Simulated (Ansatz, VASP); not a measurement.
Given: the input of a run of Ansatz 0.2.0 on Al.

File input.yaml:

```yaml
crystal:
  lattice:
    - [4.3999089659, 0.0, 0.0]
    - [-2.199954483, 3.8104332291, 0.0]
    - [0.0, 0.0, 2.6670211396]
  atoms:
    - { symbol: Al, position: [0.33333, 0.66667, 0.0] }
    - { symbol: Al, position: [0.66667, 0.33333, 0.0] }
hamiltonian:
  xc: pbe
  pseudopotentials: { kind: paw }
kpoints:
  mp_grid: { grid: [7, 7, 10] }
scf:
  occupations: { method: fermi_dirac, width: 0.05 }
output:
  forces: true
  stress: true
  eigenvalues: true
```

Potentials or basis: Ansatz PAW.

Run with:

```sh
$ ansatz run input.yaml --threads 1 --pin off --max-ram 3584MiB --backend cpu --events-out ev --progress --plain --runs-dir out
```

Question: Set up the same calculation for VASP 6.6.1. Potentials there: VASP PAW PBE potentials, release 64 (Al).

Answer: As run (the cutoff follows the program's own potentials):

The input INCAR:

```
PREC = Accurate
ENCUT = 520
EDIFF = 1E-7
ISMEAR = -1
SIGMA = 0.05
LREAL = False
LASPH = True
NELM = 80
ALGO = Normal
ISIF = 2
LWAVE = False
LCHARG = False
GGA = PE
NBANDS = 10
```

Contents of KPOINTS:

```
regular mesh
0
Gamma
  7 7 10
```

The input POSCAR:

```
Al
1.0
    4.3999089659      0.0000000000      0.0000000000
   -2.1999544830      3.8104332291      0.0000000000
    0.0000000000      0.0000000000      2.6670211396
Al
2
Direct
    0.3333300000      0.6666700000      0.0000000000
    0.6666700000      0.3333300000      0.0000000000
```

Potentials or basis: VASP PAW PBE potentials, release 64 (Al).

Launch:

```console
$ cat potpaw_PBE.64/Al/POTCAR > POTCAR
$ mpirun -np 1 vasp_std > vasp.out
```

Both were run:

|  | VASP | Ansatz | Ansatz less VASP |
| --- | --- | --- | --- |
| gap on the k mesh at the Fermi level (eV) | none | none | - |
| pressure (GPa) | 5.2 | 5.2 | +0.02 |
| largest component of the traceless stress (GPa) | 0.69 | 0.72 | +0.026 |

A gap of «none» marks a metal or a gap that the smearing closes. The functional is the same, so the differences come from potentials, cutoffs and numerics.
